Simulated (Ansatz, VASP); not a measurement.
## Two plane-wave programs on MgS

INCAR

```
  PREC = Accurate
  ENCUT = 520
  EDIFF = 1E-6
  ISMEAR = 0
  SIGMA = 0.1
  LREAL = F
  LASPH = T
  NELM = 60
  ALGO = Normal
  ISIF = 2
  LWAVE = F
  LCHARG = T
  GGA = PS
  LELF = T
  LVHAR = T
  NBANDS = 11
```

File KPOINTS:

```
regular mesh
0
Gamma
  6 6 6
```

File POSCAR:

```
MgS
1.0
    0.0000000000      2.8331200468      2.8331200468
    2.8331200468      0.0000000000      2.8331200468
    2.8331200468      2.8331200468      0.0000000000
Mg S
1 1
Direct
    0.0000000000      0.0000000000      0.0000000000
    0.7500000000      0.7500000000      0.7500000000
```

Input for Ansatz:

```yaml
crystal:
  lattice:
    - [0.0, 2.8331200468, 2.8331200468]
    - [2.8331200468, 0.0, 2.8331200468]
    - [2.8331200468, 2.8331200468, 0.0]
  atoms:
    - { symbol: Mg, position: [0.0, 0.0, 0.0] }
    - { symbol: S, position: [0.75, 0.75, 0.75] }
basis:
  ecutwfc: 420
kpoints:
  mp_grid: { grid: [6, 6, 6] }
hamiltonian:
  xc: pbesol
scf:
  occupations: { method: gaussian, width: 0.1 }
output:
  forces: true
  stress: true
  eigenvalues: true
```

The cell comes from a database or a generator and needn't be the stable form of this composition.

Alike in both runs: task single point; functional PBEsol; k mesh 6 × 6 × 6; occupations gaussian, width 0.1 eV; no spin polarisation.

|  | VASP | Ansatz |
| --- | --- | --- |
| version | VASP 6.6.1 | Ansatz 0.2.0 |
| potentials or method | VASP PAW PBE potentials, release 64 (Mg, S) | scalar-relativistic, plane waves, PAW |
| plane-wave cutoff (eV) | 520 | 420 |
| valence electrons in the cell | 8 | 16 |

```tsv
	VASP	Ansatz	Ansatz less VASP
gap on the k mesh at the Fermi level (eV)	3.28	3.28	-0.002
least direct gap on the mesh (eV)	3.28	3.28	-0.002
pressure (GPa)	-0.5	-0.4	+0.10
```

The two sets of potentials don't hold the same shells in valence.

Caveats: the PAW data sets were made with another functional, which shifts forces and pressure a little (VASP). A k mesh can miss the band edges.
